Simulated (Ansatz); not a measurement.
# Te2Mo: response to a stretch of c alone

The task here is to estimate one member of a computed series from the others.

Computed with Ansatz 0.2.0 (DFT PBE, scalar-relativistic, plane waves, PAW, unless a step's input says otherwise).

2 further runs of the same task are left out: 2 set aside as unsound or not needed.

## The structure to begin with

It takes space group P6_3/mmc (No. 194, hexagonal). The conventional cell has a = 3.557 Å, b = 3.557 Å, c = 15.332 Å, α = 90.00°, β = 90.00°, γ = 120.00°. Te (site symmetry 3m) has 3 Mo at 2.74 Å as nearest neighbours. Mo (site symmetry -6m2) has 6 Te at 2.74 Å as nearest neighbours.

Coordinates:

```cif
data_structure
_symmetry_space_group_name_H-M 'P 1'
_symmetry_Int_Tables_number 1
_cell_length_a 3.5567
_cell_length_b 3.5567
_cell_length_c 15.3316
_cell_angle_alpha 90.000
_cell_angle_beta 90.000
_cell_angle_gamma 120.000
_cell_volume 167.96
loop_
_atom_site_label
_atom_site_type_symbol
_atom_site_fract_x
_atom_site_fract_y
_atom_site_fract_z
_atom_site_occupancy
Te1 Te 0.33333 0.66667 0.63207 1
Te2 Te 0.66667 0.33333 0.13207 1
Te3 Te 0.66667 0.33333 0.36793 1
Te4 Te 0.33333 0.66667 0.86793 1
Mo1 Mo 0.33333 0.66667 0.25000 1
Mo2 Mo 0.66667 0.33333 0.75000 1
```

It goes back to an entry of the Materials Project.

This cell was relaxed beforehand with the same method: volume 27.99 Å³/atom, gap on the mesh 1.02 eV.

Set-up of the first run:

Contents of input.yaml:

```yaml
crystal:
  lattice:
    - [3.5566632826, 0.0, 0.0]
    - [-1.7783316413, 3.0801607555, 0.0]
    - [0.0, 0.0, 15.3316117682]
  atoms:
    - { symbol: Te, position: [0.3333333333, 0.6666666667, 0.6320701806] }
    - { symbol: Te, position: [0.6666666667, 0.3333333333, 0.1320701806] }
    - { symbol: Te, position: [0.6666666667, 0.3333333333, 0.3679298194] }
    - { symbol: Te, position: [0.3333333333, 0.6666666667, 0.8679298194] }
    - { symbol: Mo, position: [0.3333333333, 0.6666666667, 0.25] }
    - { symbol: Mo, position: [0.6666666667, 0.3333333333, 0.75] }
basis:
  ecutwfc: 420
kpoints:
  mp_grid: { grid: [12, 12, 2] }
hamiltonian:
  xc: pbe
scf:
  occupations: { method: gaussian, width: 0.02 }
output:
  forces: true
  stress: true
  eigenvalues: true
```

Run with:

```bash
> ansatz run input.yaml --threads 1 --pin off --max-ram 2560MiB --backend cpu --events-out ev --progress --plain --runs-dir out
```

Among the steps run: Zero strain; The gap over the whole zone; Strain -2.0 %; Seeking the band edges at -2.0 %; The cell strained by +2.0 %; The gap over the whole zone at +2.0 %; The cell strained by -4.0 %; The gap over the whole zone at -4.0 %; At +4.0 %; Band edges over the zone at +4.0 %; The cell strained by -6.0 %; The gap over the whole zone at -6.0 %; Strain +6.0 %; The gap over the whole zone at +6.0 %.

One of the session's tables, all rows but one given; the rest of the session is left out.

It belongs to the step «Energy, stress and gap against strain». Lengths are those of the vectors of the cell that was run; stresses in GPa:

```
strain (%)  ΔE (meV/atom)   c (Å)
      -6.0            3.1  14.412
      -4.0              ?       ?
      -2.0            0.2  15.025
      +0.0            0.0  15.332
      +2.0            0.1  15.638
      +4.0            0.4  15.945
      +6.0            0.7  16.252
```

Estimate the missing values for strain (%) = -4.0.

Worked estimate for «ΔE (meV/atom)». A straight line through the neighbours (-6.0, 3.1) and (-2.0, 0.2) gives 3.1 + (0.2 − 3.1) × (-4.0 + 6.0) / (-2.0 + 6.0) = 1.7; a parabola fitted to 3 rows on both sides gives 1.2.

**Answer.** ΔE (meV/atom): 1.1; c (Å): 14.718. In «ΔE (meV/atom)» the line misses by +0.6 and the parabola by +0.1.

ΔE is over the unstrained cell. Stress in GPa, positive in compression, on the Cartesian axes of the input.

Caveats from the session: Layers here are held mostly by dispersion, which this level lacks, so their spacing and the stiffness across them are unreliable there. Warnings in the runs' records: stress scf threshold loose.
